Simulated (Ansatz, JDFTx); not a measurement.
# Cost and result for the equilibrium volume of CuO

```
Cu O
1.0
     2.83633    0.00000    0.00000
    -1.41816    2.45633    0.00000
     0.00000    0.00000    2.76811
Cu O
1 1
Direct
  0.00000 0.00000 0.00000
  0.66667 0.33333 0.50000
```

Measurements of this composition are mostly on another form, of space group No. 15.

```tsv
rung	level	program and potentials	cutoff (eV)	k mesh	smearing	core time	chip	equilibrium volume (Å³/atom)	notes
GGA	PBE	Ansatz, all-electron LAPW, scalar-relativistic	-	9 × 9 × 8	fermi-dirac 0.05	41 s	Arm Neoverse V2	9.68	coarse mesh
GGA	PBEsol	Ansatz, all-electron LAPW, scalar-relativistic	-	9 × 9 × 8	fermi-dirac 0.05	47 s	Arm Neoverse V2	9.19	coarse mesh
LDA	LDA	Ansatz, all-electron LAPW, scalar-relativistic	-	9 × 9 × 8	fermi-dirac 0.05	49 s	Arm Neoverse V2	8.86	coarse mesh
GGA	PBE	JDFTx, PseudoDojo-SR-PBE-0.5-standard with smoothed tails	1252	6 × 6 × 5	fermi-dirac 0.05	1.8 min	Intel Xeon Platinum 8375C Ice Lake	9.66	coarse mesh
GGA	PBE	JDFTx, SPMS-PBE-1.0 with smoothed tails	1361	6 × 6 × 5	fermi-dirac 0.05	2 min	Intel Xeon Platinum 8375C Ice Lake	9.68	coarse mesh
GGA	PBE	JDFTx, Ansatz-NC-SR-PBE with smoothed tails	1252	6 × 6 × 5	fermi-dirac 0.05	2.1 min	Intel Xeon Platinum 8375C Ice Lake	9.67	coarse mesh
GGA	PBE	JDFTx, PseudoDojo-SR-PBE-0.5-stringent with smoothed tails	1415	6 × 6 × 5	fermi-dirac 0.05	2.4 min	Intel Xeon Platinum 8375C Ice Lake	9.66	coarse mesh
GGA	PBE	JDFTx, SG15-PBE-1.2 with smoothed tails	1361	6 × 6 × 5	fermi-dirac 0.05	2.7 min	Intel Xeon Platinum 8375C Ice Lake	9.67	coarse mesh
```

Times are single runs on shared hosts and different chips, so they are rough; meshes, cutoffs and the tasks' sizes weigh on the time. Task: relaxation of cell and atoms. All rows: no spin polarisation. Smearing widths are in eV. For a metal such meshes aren't converged. Meshes differ between rows, which moves values too. Meshes are those of the run's cell of 2 atoms unless a note names another. Relaxations start from the cell shown or near it and stop with a little pressure left. Runs on faulty files, with rough fits or with known faults for this quantity aren't shown. No row holds spin-orbit coupling.

By rung: LDA on coarse meshes 8.86; GGA on coarse meshes 9.19 to 9.68 (Å³/atom).
